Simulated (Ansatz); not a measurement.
# NbP: the cost of one run

Computed with Ansatz 0.2.0 (DFT PBEsol, scalar-relativistic, plane waves, PAW, unless a step's input says otherwise).

2 further runs of the same task are left out: 2 set aside as unsound or not needed.

## 1. The system as given

Symmetry: I4_1md, No. 109, tetragonal system. The conventional cell has a = 3.320 Å, b = 3.320 Å, c = 11.290 Å, α = 90.00°, β = 90.00°, γ = 90.00°. Around Nb (site symmetry 2mm) lie 6 P at 2.52 Å. P (site symmetry 2mm) is surrounded by 6 Nb at 2.52 Å.

As a file:

```
Nb P
1.0
     3.32025    0.00000    0.00000
     0.00000    3.32025    0.00000
     0.00000    0.00000   11.29039
Nb P
4 4
Direct
  0.50000 0.50000 0.00019
  0.00000 0.50000 0.75019
  0.00000 0.00000 0.50019
  0.50000 0.00000 0.25019
  0.00000 0.00000 0.08244
  0.50000 0.00000 0.83244
  0.50000 0.50000 0.58244
  0.00000 0.50000 0.33244
```

It goes back to an entry of the Materials Project.

The unstrained cell comes from an earlier run at this level (8 atoms, E(σ→0) -20950.8034 eV, gap none (metal)).

## 2. At -1.0 %

File input.yaml:

```yaml
crystal:
  lattice:
    - [3.3202500353, 0.0, 0.0]
    - [0.0, 3.3202500353, 0.0]
    - [0.0, 0.0, 11.1774840259]
  atoms:
    - { symbol: Nb, position: [0.5, 0.5, 0.0001874487] }
    - { symbol: Nb, position: [0.0, 0.5, 0.7501874487] }
    - { symbol: Nb, position: [0.0, 0.0, 0.5001874487] }
    - { symbol: Nb, position: [0.5, 0.0, 0.2501874487] }
    - { symbol: P, position: [0.0, 0.0, 0.0824411263] }
    - { symbol: P, position: [0.5, 0.0, 0.8324411263] }
    - { symbol: P, position: [0.5, 0.5, 0.5824411263] }
    - { symbol: P, position: [0.0, 0.5, 0.3324411263] }
basis:
  ecutwfc: 420
kpoints:
  mp_grid: { grid: [10, 10, 4] }
hamiltonian:
  xc: pbesol
scf:
  occupations: { method: gaussian, width: 0.1 }
output:
  forces: true
  stress: true
  eigenvalues: true
relax:
  adjacent_minimum: "off"
  f_tol: 0.008
  max_steps: 40
```

Started as:

```bash
$ ansatz run input.yaml --threads 1 --pin off --max-ram 2560MiB --backend cpu --events-out ev --progress --plain --runs-dir out
```

Q: Estimate wall time and peak memory on 1 thread of Intel Xeon 6975P-C (Granite Rapids), shared host.

About 38 s, with a peak of 0.54 GiB.
